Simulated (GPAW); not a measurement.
# K (Im-3m) in GPAW: convergence with convergence criteria

Aim: find how far convergence criteria must go before the results for K settle, at PBE. This setting moves, with any that are tied to it; all else stays.

Everything below comes from runs of GPAW 26.7.0. Logs are shortened: lines on timing, memory, paths and dates and some standing lists are left out, and cuts for length are marked. The log counts tension as positive stress, the text compression.

### Step 1. The crystal as given

The structure is cubic, space group Im-3m (No. 229). The conventional cell has a = 5.395 Å, b = 5.395 Å, c = 5.395 Å, α = 90.00°, β = 90.00°, γ = 90.00°.

### Step 2. With convergence criteria density=0.001 energy=0.01 eigenstates=0.0001

Contents of run.py:

```python
from ase import Atoms
from ase.dft.bandgap import bandgap
from ase.io import write
from ase.units import GPa
from gpaw import GPAW, PW

atoms = Atoms(['K'],
              cell=[[-2.6975585167, 2.6975585167, 2.6975585167],
                    [2.6975585167, -2.6975585167, 2.6975585167],
                    [2.6975585167, 2.6975585167, -2.6975585167]],
              scaled_positions=[[0.0, 0.0, 0.0]],
              pbc=True)

calc = GPAW(mode=PW(600),
            xc='PBE',
            kpts={'size': (7, 7, 7), 'gamma': True},
            occupations={'name': 'fermi-dirac', 'width': 0.05},
            nbands=11,
            convergence={'density': 0.001, 'energy': 0.01, 'eigenstates': 0.0001},
            maxiter=100,
            txt='gpaw.txt')
atoms.calc = calc
energy = atoms.get_potential_energy()
forces = atoms.get_forces()
stress = atoms.get_stress()
calc.write('gs.gpw')
write('result.traj', atoms)
print(f'Energy: {energy:.6f} eV')
print('Forces (eV/A):')
print(forces.round(4))
print('Stress (GPa):', (stress / GPa).round(3))
print('Fermi level:', round(calc.get_fermi_level(), 4), 'eV')
print(f'Gap: {bandgap(calc)[0]:.4f} eV, direct: {bandgap(calc, direct=True)[0]:.4f} eV')
```

Potentials or basis: GPAW PAW data sets (gpaw-data 1.2.1), pw.

On the command line:

```bash
$ OMP_NUM_THREADS=1 python run.py
```

gpaw.txt:

```text
__  _  _
 | _ |_)|_||  |
 |__||  | ||/\| - 26.7.0

Input parameters:
  mode=PW(ecut=600.0),
  convergence={'density': 0.001, 'energy': 0.01, 'eigenstates': 0.0001},
  kpts=MonkhorstPack(size=(7, 7, 7), gamma=True),
  maxiter=100,
  nbands=11,
  occupations=Occupations(name='fermi-dirac', width=0.05),
  xc=XC(name='PBE')

Diagonalizing LCAO Hamiltonian
Converting LCAO to pw mode

       K

Atoms  # Å, Bohr magnetons
|   | symbol |        x |        y |        z |    initial magnetic moments |
|---|--------|----------|----------|----------|-----------------------------|
| 0 |      K | 0.000000 | 0.000000 | 0.000000 | ( 0.0000,  0.0000,  0.0000) |

Unit cell  # Å
| periodic |         x |         y |         z |  lengths |     angles |
|----------|-----------|-----------|-----------|----------|------------|
|      yes | -2.697559 |  2.697559 |  2.697559 | 4.672308 | 109.471221 |
|      yes |  2.697559 | -2.697559 |  2.697559 | 4.672308 | 109.471221 |
|      yes |  2.697559 |  2.697559 | -2.697559 | 4.672308 | 109.471221 |

Number of symmetries: 48
Symmetry operations  # r_c * U_cc + t_c -> r_c
|    | kind |            matrix            |
|----|------|------------------------------|
|  0 |  σ   |  1, 1, 1,  0, 0,-1,  0,-1, 0 |
|  1 |  C4  |  1, 1, 1,  0, 0,-1, -1, 0, 0 |
|  2 |  C2  |  1, 1, 1,  0,-1, 0,  0, 0,-1 |
|  3 |  S6  |  1, 1, 1,  0,-1, 0, -1, 0, 0 |
|  4 |  S6  |  1, 1, 1, -1, 0, 0,  0, 0,-1 |
|  5 |  C4  |  1, 1, 1, -1, 0, 0,  0,-1, 0 |
|  6 |  E   |  1, 0, 0,  0, 1, 0,  0, 0, 1 |
|  7 |  σ   |  1, 0, 0,  0, 1, 0, -1,-1,-1 |
|  8 |  σ   |  1, 0, 0,  0, 0, 1,  0, 1, 0 |
|  9 |  C3  |  1, 0, 0,  0, 0, 1, -1,-1,-1 |
| 10 |  C3  |  1, 0, 0, -1,-1,-1,  0, 1, 0 |
| 11 |  σ   |  1, 0, 0, -1,-1,-1,  0, 0, 1 |
| 12 |  σ   |  0, 1, 0,  1, 0, 0,  0, 0, 1 |
| 13 |  C2  |  0, 1, 0,  1, 0, 0, -1,-1,-1 |
| 14 |  C3  |  0, 1, 0,  0, 0, 1,  1, 0, 0 |
| 15 |  S4  |  0, 1, 0,  0, 0, 1, -1,-1,-1 |
| 16 |  S4  |  0, 1, 0, -1,-1,-1,  1, 0, 0 |
| 17 |  C3  |  0, 1, 0, -1,-1,-1,  0, 0, 1 |
| 18 |  C3  |  0, 0, 1,  1, 0, 0,  0, 1, 0 |
| 19 |  S4  |  0, 0, 1,  1, 0, 0, -1,-1,-1 |
| 20 |  σ   |  0, 0, 1,  0, 1, 0,  1, 0, 0 |
[... 100 lines left out ...]

eigensolver:
  PPCG
  Converge bands: occupied
  niter=2

density mixing:
  MSR1-Mixer
  Pratt-step length: 0.05
  Maximum mixing coefficient: 0.75
  Old densities: 10
  SVD Regularization: 0.005
  Good broyden scale: 1.0
  Trust region scale: 1.0
  Backstep threshold: 4.0
  History deletion threshold: 6.0
  Fourier metric: weight=20.0, sigma=0.015

occupation numbers:
  Fermi-Dirac:
    width: 0.0500  # eV

poisson solver:
  ecut: 4800.0  # eV

xc functional:
  name: PBE with 2 nearest neighbor stencil

convergence criteria:
- Maximum integral of absolute [dens]ity change: 0.001 electrons / valence electron
- Maximum [total energy] change in last 3 cyles: 0.01 eV / valence electron
- Maximum integral of absolute [eigenst]ate change: 0.0001 eV^2 / valence electron
maximum number of iterations: 100

SCF iterations
|iter     | |      energy | eigst |  dens |
|---------|-|-------------|-------|-------|
|iter:   1| |   -1.447095 | +0.05 |       |
|iter:   2| |   -1.412429 | -2.05 | -1.26 |
|iter:   3| |   -1.223607 | -1.43 | -1.30 |
|iter:   4| |   -1.219456 | -2.39 | -1.76 |
|iter:   5| |   -1.220077c| -4.21c| -2.06 |
|iter:   6| |   -1.220076c| -5.26c| -3.50c|

Converged in 6 steps
Energy contributions relative to reference atoms: (reference = -16382.253218)

Energy contributions:
  Kinetic:          -3.509101
  Coulomb:           3.949177
  Zero:             -0.643626
  External:          0.000000
  Xc:               -1.012941
  Entropy:          -0.007171
  Spinorbit:         0.000000
  ----------------------------
  Free energy:      -1.223661
  Extrapolated:     -1.220076

dipole moment: (-9.839741, -9.839741, -9.839741)  # |e|*Ang

Fermi level: 0.793
Eigenvalues  # (at kpt = [0.000, 0.000, 0.000])
| band index |      eig [eV] | occ [0-2] |
|------------|---------------|-----------|
|          0 |       -31.349 |     2.000 |
|          1 |       -14.836 |     2.000 |
|          2 |       -14.836 |     2.000 |
|          3 |       -14.836 |     2.000 |
|          4 |        -1.262 |     2.000 |
|          5 |         5.003 |     0.000 |
|          6 |         5.004 |     0.000 |
|          7 |         5.004 |     0.000 |
|          8 |         5.855 |     0.000 |
|          9 |         5.862 |     0.000 |
|         10 |         8.491 |     0.000 |

No gap
No difference between direct/indirect transitions

Forces  # eV/Ang
|        x |        y |       z |
|----------|----------|---------|
| -0.00000 | -0.00000 | 0.00000 |  # K    0

Stress tensor  # eV/Ang^3
|         x |         y |         z |
|-----------|-----------|-----------|
|  0.001342 | -0.000000 | -0.000000 |
| -0.000000 |  0.001342 |  0.000000 |
| -0.000000 |  0.000000 |  0.001342 |

# Writing to gs.gpw (mode='')
```

Wall time 7.7 s (1 thread of Arm Neoverse V1, shared host); peak memory 0.15 GiB.

Results:

```yaml
Free_energy: -1.2237 eV
Pressure: -0.2 GPa
Band_gap_on_the_k_mesh: none (metal or under the smearing width)
```

### Step 3. With convergence criteria default

run.py: that of step 2 with these lines changed.

```diff
@@ -18,3 +18,2 @@
             nbands=11,
-            convergence={'density': 0.001, 'energy': 0.01, 'eigenstates': 0.0001},
             maxiter=100,
```

Potentials or basis: GPAW PAW data sets (gpaw-data 1.2.1), pw.

On the command line:

```bash
$ OMP_NUM_THREADS=1 python run.py
```

Wall time 9.9 s (1 thread of Arm Neoverse V1, shared host); peak memory 0.16 GiB.

Results (log left out):

- Free energy: -1.2237 eV
- Pressure: -0.2 GPa
- Band gap on the k mesh: none (metal or under the smearing width)

### Step 4. With convergence criteria density=1e-05 energy=1e-05

run.py: that of step 3 with these lines changed.

```diff
@@ -18,2 +18,3 @@
             nbands=11,
+            convergence={'density': 1e-05, 'energy': 1e-05},
             maxiter=100,
```

On the command line:

```bash
$ OMP_NUM_THREADS=1 python run.py
```

Run time: 10 s. Hardware: 1 thread of Arm Neoverse V1, shared host; peak memory 0.15 GiB.

The run converged. Its results:

- Free energy: -1.2237 eV
- Pressure: -0.2 GPa
- Band gap on the k mesh: none (metal or under the smearing width)

### Step 5. With convergence criteria density=1e-05 forces=0.0001

run.py: that of step 4 with these lines changed.

```diff
@@ -18,3 +18,3 @@
             nbands=11,
-            convergence={'density': 1e-05, 'energy': 1e-05},
+            convergence={'density': 1e-05, 'forces': 0.0001},
             maxiter=100,
```

On the command line:

```bash
$ OMP_NUM_THREADS=1 python run.py
```

Run time: 11 s. Hardware: 1 thread of Arm Neoverse V1, shared host; peak memory 0.16 GiB.

The run converged. Its results:

```
Free energy            : -1.2237 eV
Pressure               : -0.2 GPa
Band gap on the k mesh : none (metal or under the smearing width)
```

### Step 6. With convergence criteria density=1e-06 energy=1e-06 eigenstates=1e-10

run.py: that of step 5 with these lines changed.

```diff
@@ -18,3 +18,3 @@
             nbands=11,
-            convergence={'density': 1e-05, 'forces': 0.0001},
+            convergence={'density': 1e-06, 'energy': 1e-06, 'eigenstates': 1e-10},
             maxiter=100,
```

Potentials or basis: GPAW PAW data sets (gpaw-data 1.2.1), pw.

On the command line:

```bash
$ OMP_NUM_THREADS=1 python run.py
```

Run time: 12 s. Hardware: 1 thread of Arm Neoverse V1, shared host; peak memory 0.16 GiB.

The run converged. Its results:

* Free energy: -1.2237 eV
* Pressure: -0.2 GPa
* Band gap on the k mesh: none (metal or under the smearing width)

### Step 7. Result

```
                        convergence criteria  energy less the tightest run, at zero smearing (meV/atom)  SCF cycles  CPU time (s)  peak memory (GiB)
density=0.001 energy=0.01 eigenstates=0.0001                                                       0.00           6           7.7               0.15
                                     default                                                       0.00           8           9.9               0.16
                  density=1e-05 energy=1e-05                                                       0.00           8            10               0.15
                 density=1e-05 forces=0.0001                                                       0.00           9            11               0.16
density=1e-06 energy=1e-06 eigenstates=1e-10                                                       0.00          10            12               0.16
```

Against the tightest run, the energy stays within 1 meV/atom from density=0.001 energy=0.01 eigenstates=0.0001 on. The tightest run that finished is the yardstick and may itself not be fully converged.
